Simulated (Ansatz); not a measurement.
# Residual resistivity of an alloy: Ta(100) with 4 layers of random Ta-Re, 2x2, part 2 of 2

Aim: the residual resistivity of a random alloy, from Ta(100) with 4 layers of random Ta-Re, 2x2 and longer regions.

Ansatz 0.2.0; Ansatz plane-wave DFT, PBE, PAW files; ballistic transport by layer matching (Landauer), zero bias; PAW set soft_1.

So far. Step 3 (With 8 alloy layers): Over the solved energies the transmission per spin lies between 4.83 and 5.11, out of 10.2 channels of the lead on average (up to 10.5).

### Step 4. With 12 alloy layers

In 12 layers a share of 0.25 of the sites is given to Re at random. A fresh draw is used; the growth of the resistance with length is what counts.

System of this step: Ta(100) with 12 layers of random Ta-Re, 2x2. The cell holds 88 atoms: 76 Ta and 12 Re. Cell: a = 6.605 Å, b = 6.605 Å, c = 36.328 Å, α = 90.0°, β = 90.0°, γ = 90.0°. It derives from Ta. Regions: lead, 40 atoms (40 Ta); scattering region, 48 atoms (36 Ta and 12 Re). The structure is stacked along c, and the current runs across the ab planes.

input.yaml reads:

```yaml
crystal:
  lattice:
    - [6.60512, 0.0, 0.0]
    - [0.0, 6.60512, 0.0]
    - [0.0, 0.0, 36.32816]
  atoms:
    - { symbol: Ta, position: [0.0, 0.0, 0.0227272727] }
    - { symbol: Ta, position: [0.0, 0.5, 0.0227272727] }
    - { symbol: Ta, position: [0.5, 0.0, 0.0227272727] }
    - { symbol: Ta, position: [0.5, 0.5, 0.0227272727] }
    - { symbol: Ta, position: [0.25, 0.25, 0.0681818182] }
    - { symbol: Ta, position: [0.25, 0.75, 0.0681818182] }
    - { symbol: Ta, position: [0.75, 0.25, 0.0681818182] }
    - { symbol: Ta, position: [0.75, 0.75, 0.0681818182] }
    - { symbol: Ta, position: [0.0, 0.0, 0.1136363636] }
    - { symbol: Ta, position: [0.0, 0.5, 0.1136363636] }
    - { symbol: Ta, position: [0.5, 0.0, 0.1136363636] }
    - { symbol: Ta, position: [0.5, 0.5, 0.1136363636] }
    - { symbol: Ta, position: [0.25, 0.25, 0.1590909091] }
    - { symbol: Ta, position: [0.25, 0.75, 0.1590909091] }
    - { symbol: Ta, position: [0.75, 0.25, 0.1590909091] }
    - { symbol: Ta, position: [0.75, 0.75, 0.1590909091] }
    - { symbol: Ta, position: [0.0, 0.0, 0.2045454545] }
    - { symbol: Ta, position: [0.0, 0.5, 0.2045454545] }
    - { symbol: Ta, position: [0.5, 0.0, 0.2045454545] }
    - { symbol: Ta, position: [0.5, 0.5, 0.2045454545] }
    - { symbol: Ta, position: [0.25, 0.25, 0.25] }
    - { symbol: Ta, position: [0.25, 0.75, 0.25] }
    - { symbol: Ta, position: [0.75, 0.25, 0.25] }
    - { symbol: Ta, position: [0.75, 0.75, 0.25] }
    - { symbol: Ta, position: [0.0, 0.0, 0.2954545455] }
    - { symbol: Ta, position: [0.0, 0.5, 0.2954545455] }
    - { symbol: Re, position: [0.5, 0.0, 0.2954545455] }
    - { symbol: Ta, position: [0.5, 0.5, 0.2954545455] }
    - { symbol: Re, position: [0.25, 0.25, 0.3409090909] }
    - { symbol: Re, position: [0.25, 0.75, 0.3409090909] }
    - { symbol: Ta, position: [0.75, 0.25, 0.3409090909] }
    - { symbol: Ta, position: [0.75, 0.75, 0.3409090909] }
    - { symbol: Ta, position: [0.0, 0.0, 0.3863636364] }
    - { symbol: Re, position: [0.0, 0.5, 0.3863636364] }
    - { symbol: Ta, position: [0.5, 0.0, 0.3863636364] }
    - { symbol: Ta, position: [0.5, 0.5, 0.3863636364] }
    - { symbol: Re, position: [0.25, 0.25, 0.4318181818] }
    - { symbol: Ta, position: [0.25, 0.75, 0.4318181818] }
    - { symbol: Re, position: [0.75, 0.25, 0.4318181818] }
    - { symbol: Ta, position: [0.75, 0.75, 0.4318181818] }
    - { symbol: Ta, position: [0.0, 0.0, 0.4772727273] }
    - { symbol: Ta, position: [0.0, 0.5, 0.4772727273] }
    - { symbol: Re, position: [0.5, 0.0, 0.4772727273] }
    - { symbol: Ta, position: [0.5, 0.5, 0.4772727273] }
    - { symbol: Ta, position: [0.25, 0.25, 0.5227272727] }
    - { symbol: Ta, position: [0.25, 0.75, 0.5227272727] }
    - { symbol: Ta, position: [0.75, 0.25, 0.5227272727] }
    - { symbol: Ta, position: [0.75, 0.75, 0.5227272727] }
    - { symbol: Ta, position: [0.0, 0.0, 0.5681818182] }
    - { symbol: Ta, position: [0.0, 0.5, 0.5681818182] }
    - { symbol: Ta, position: [0.5, 0.0, 0.5681818182] }
    - { symbol: Ta, position: [0.5, 0.5, 0.5681818182] }
    - { symbol: Re, position: [0.25, 0.25, 0.6136363636] }
    - { symbol: Ta, position: [0.25, 0.75, 0.6136363636] }
    - { symbol: Re, position: [0.75, 0.25, 0.6136363636] }
    - { symbol: Ta, position: [0.75, 0.75, 0.6136363636] }
    - { symbol: Ta, position: [0.0, 0.0, 0.6590909091] }
    - { symbol: Re, position: [0.0, 0.5, 0.6590909091] }
    - { symbol: Ta, position: [0.5, 0.0, 0.6590909091] }
    - { symbol: Re, position: [0.5, 0.5, 0.6590909091] }
    - { symbol: Ta, position: [0.25, 0.25, 0.7045454545] }
    - { symbol: Ta, position: [0.25, 0.75, 0.7045454545] }
    - { symbol: Ta, position: [0.75, 0.25, 0.7045454545] }
    - { symbol: Re, position: [0.75, 0.75, 0.7045454545] }
    - { symbol: Ta, position: [0.0, 0.0, 0.75] }
    - { symbol: Ta, position: [0.0, 0.5, 0.75] }
    - { symbol: Ta, position: [0.5, 0.0, 0.75] }
    - { symbol: Ta, position: [0.5, 0.5, 0.75] }
    - { symbol: Ta, position: [0.25, 0.25, 0.7954545455] }
    - { symbol: Ta, position: [0.25, 0.75, 0.7954545455] }
    - { symbol: Ta, position: [0.75, 0.25, 0.7954545455] }
    - { symbol: Ta, position: [0.75, 0.75, 0.7954545455] }
    - { symbol: Ta, position: [0.0, 0.0, 0.8409090909] }
    - { symbol: Ta, position: [0.0, 0.5, 0.8409090909] }
    - { symbol: Ta, position: [0.5, 0.0, 0.8409090909] }
    - { symbol: Ta, position: [0.5, 0.5, 0.8409090909] }
    - { symbol: Ta, position: [0.25, 0.25, 0.8863636364] }
    - { symbol: Ta, position: [0.25, 0.75, 0.8863636364] }
    - { symbol: Ta, position: [0.75, 0.25, 0.8863636364] }
    - { symbol: Ta, position: [0.75, 0.75, 0.8863636364] }
    - { symbol: Ta, position: [0.0, 0.0, 0.9318181818] }
    - { symbol: Ta, position: [0.0, 0.5, 0.9318181818] }
    - { symbol: Ta, position: [0.5, 0.0, 0.9318181818] }
    - { symbol: Ta, position: [0.5, 0.5, 0.9318181818] }
    - { symbol: Ta, position: [0.25, 0.25, 0.9772727273] }
    - { symbol: Ta, position: [0.25, 0.75, 0.9772727273] }
    - { symbol: Ta, position: [0.75, 0.25, 0.9772727273] }
    - { symbol: Ta, position: [0.75, 0.75, 0.9772727273] }
kpoints:
  mp_grid: { grid: [4, 4, 1] }
hamiltonian:
  xc: pbe
  pseudopotentials: { kind: paw, azcp: { folder: soft_1 } }
scf:
  occupations: { method: fermi_dirac, width: 0.1 }
output:
  transmission: { leads: [[0, 4]], kmesh: [8, 8], e_range: [-0.05, 0.05], de: 0.05 }
  write_potential: true
  write_density: true
  volumetric_format: npy
```

The run is started by

```bash
$ ansatz run input.yaml --threads 4 --pin off --max-ram 15360MiB --backend cpu --events-out ev --progress --plain --runs-dir out
```

Numbers of over 12 decimals in the logs are rounded to 6 here.

The log of the run:

```text
[...]
Crystal: 88 atoms, lattice volume = 1584.911 Å³
Basis set: ecut = 420 eV, 30897 PW (Γ)
Bands: 701, of which v1, the nominal top of the filled ones, is band 584 counted from 1 (583 counted from 0)
Symmetry: 1 space group operations
[...]
k-points: 10 of 16 (time reversal used)
[...]
SCF iter   1: F=—  HF=-885429.572125 eV  |F-HF|=—  |Δ(HF+E_count)|=         —  Δρ=1.01e-1  dr2=3.57e3  ethr=3.10e-3  ⟨swp⟩=6.6  Hψ=23914  notcnv=0  defer=34
[...]
SCF iter  10: F=-885364.781578 eV  HF=-885364.781578 eV  |F-HF|=5.01e-9  |Δ(HF+E_count)|=   7.80e-9  Δρ=3.48e-7  dr2=5.74e-9  ethr=8.56e-12  ⟨swp⟩=12.7  Hψ=26983  notcnv=0
SCF 1 converged in 10 iterations: F = -885364.781578 eV  dr2 = 5.74e-9
[...]
transmission: 240 of 2312 steps passed
transmission: 471 of 2312 steps passed
[...]
transmission: 2312 of 2312 steps passed
SCF converged after 10 iterations
Free energy (F): -885364.781578 eV
[...]
Internal energy: -885361.776825 eV  (E = F + TS)
E sigma→0 (E₀):  -885363.279201 eV
Entropy (-TS):   -3.004752 eV (-34.145 meV/atom)
Fermi energy:    18.620176 eV
[...]
--- Band table (eV; the first three rows and the last of 10) ---
  k-point 0: bands = [... 580 lower, 19.2154, 19.2295, 19.2509, 19.2554, 19.2657, 19.2797, 19.2824, 19.3010, ... 113 higher]
  k-point 1: bands = [... 580 lower, 18.8801, 18.8992, 18.9203, 18.9339, 18.9427, 18.9574, 18.9685, 18.9918, ... 113 higher]
  k-point 2: bands = [... 580 lower, 18.4795, 18.4853, 18.5082, 18.5130, 18.5294, 18.5372, 18.5458, 18.6035, ... 113 higher]
  k-point 9: bands = [... 580 lower, 17.9466, 17.9635, 17.9724, 17.9779, 17.9938, 18.0016, 18.0042, 18.0060, ... 113 higher]
--- Transmission ---
  basis      : 377 plane waves across, 68 finite elements along
  points     : 34, standing for a mesh of 8 x 8
[...]
channels       : 1.048438e1 a spin
[...]
junction   : crystal 0 to crystal 0, 0.70 to 35.37 Å
    transmission   : 4.161405e0 a spin
[...]
```

The job ended after 19 min (4 threads of Intel Xeon Platinum 8488C (Sapphire Rapids), shared host; peak memory 9 GiB).

This step gave:

- free energy: -885364.7816 eV
- energy at zero smearing: -885363.2792 eV
- Fermi energy: 18.62 eV
- transmission per spin nearest the Fermi level: 4.161
- step of the lead's potential: 2.6 meV

Per spin. Transmission, zone mean against energy, zero at the Fermi level:

| energy (eV) | transmission, zone mean |
| --- | --- |
| -0.0500 | 4.28 |
| 0.0000 | 4.16 |
| 0.0500 | 4.04 |

Over the solved energies the transmission per spin lies between 4.04 and 4.28, out of 10.2 channels of the lead on average (up to 10.5).

### Step 5. The fit

This step: Ansatz plane-wave DFT, PBE, PAW files; ballistic transport by layer matching (Landauer), zero bias; residual resistivity from the slope of the area resistance, atoms on the host's lattice; PAW set soft_1 (Ansatz 0.2.0).

Numbers from this step:

| Property | Result |
| --- | --- |
| resistivity | 36.09 µΩ cm |
| intercept | 0.09295 fΩ m² |
| scatter about the fit | 0.009062 fΩ m² |

Resistance, by row:

| run | length (Å) | T | channels N | RA (fΩ m²) |
| --- | --- | --- | --- | --- |
| n4 | 6.605 | 6.426 | 10.21 | 0.325 |
| n8 | 13.21 | 4.966 | 10.21 | 0.5826 |
| n12 | 19.82 | 4.161 | 10.21 | 0.8018 |

Area resistance against length of the alloy:

| length of the alloy (Å) | area resistance (fΩ m²) |
| --- | --- |
| 6.61 | 0.325 |
| 13.21 | 0.583 |
| 19.82 | 0.802 |

The area resistance goes from 0.32 to 0.80 fΩ m² between 6.6 and 19.8 Å, a slope of 36 µΩ cm.

By hand from the end points: (0.8018 − 0.3250) fΩ m² / (19.82 − 6.61) Å = 36 µΩ cm, since 1 fΩ m² per Å is 1000 µΩ cm.

### Step 6. Results

```yaml
resistivity_from_the_slope: 36.1 µΩ cm
area_resistance_over_6p61_a: 0.325 fΩ m²
area_resistance_over_13p2_a: 0.583 fΩ m²
area_resistance_over_19p8_a: 0.802 fΩ m²
```

What this shows: The slope gives 36 µΩ cm. The points scatter by 0.0091 fΩ m² about the line, with one random draw a length in a 2x2 cell, so the slope is a rough value. Read with a model of isotropic scattering on a spherical Fermi surface and the lead's 1.8×10¹⁵ S/m², this slope means a mean free path near 12 Å; over these lengths the model's slope is within 3 % of its bulk resistivity. The atoms sit on the host's lattice, so scattering by size misfit is left out. Spin-orbit coupling is left out, which matters for Re and Ta.

[Logs are printed without paths, hosts, clocks, repeated set-up lines and the standing remarks that a program may print on its own settings, such as how far it seeks lower states.]

[Hosts, paths, dates, database ids (printed as entryN), source tags and the programs' standing remarks are cut or masked in the printed files.]
